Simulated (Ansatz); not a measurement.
**Structures of CuI₂: which is lowest?**

Plane-wave DFT in Ansatz with scalar-relativistic PAW potentials, cutoff 420 eV, Γ-centred meshes chosen by cell and gap, Gaussian smearing with energies taken to zero width. Every cell was relaxed (cell and atoms) in a run of its own, within the symmetry of its start. Functional: PBE.

Relaxed structures (starts from databases or built by putting these elements on another compound's sites):
A. Fm-3m, 3 atoms in the computed cell, a = 7.170 Å; sites (symmetry × multiplicity) Cu m-3m × 4, I -43m × 8; start: built
B. P-3m1, 3 atoms in the computed cell, a = 3.937 Å, c = 7.521 Å; sites (symmetry × multiplicity) Cu -3m. × 1, I 3m. × 2; start: built

Rank them by energy. Could pressure change the order?

| structure | group | E − E(lowest) (meV/atom) | V (Å³/atom) | gap on mesh (eV) |
| --- | --- | --- | --- | --- |
| B | P-3m1 | 0.0 | 33.66 | 0.00 |
| A | Fm-3m | 395 | 30.72 | 0.00 |

B is lowest, 395 meV/atom under A. A is denser by 2.94 Å³/atom, so pressure favours it: ΔE/ΔV, with ΔE in eV and 1 eV/Å³ = 160.2 GPa, gives about 22 GPa for equal enthalpy if both cells were rigid; at such pressures compression changes ΔV much, so this is a scale only. Without a dispersion term the weakly bound lowest cell is too large, so ΔV and this pressure are artefacts in part: a slight pressure closes the gap between layers first. Other structures may lie lower than all of these, and vibrations aren't counted.

Spin-orbit coupling is left out, which matters for the bands of heavy elements. Spin polarisation was left out, and a magnetic state may lie lower.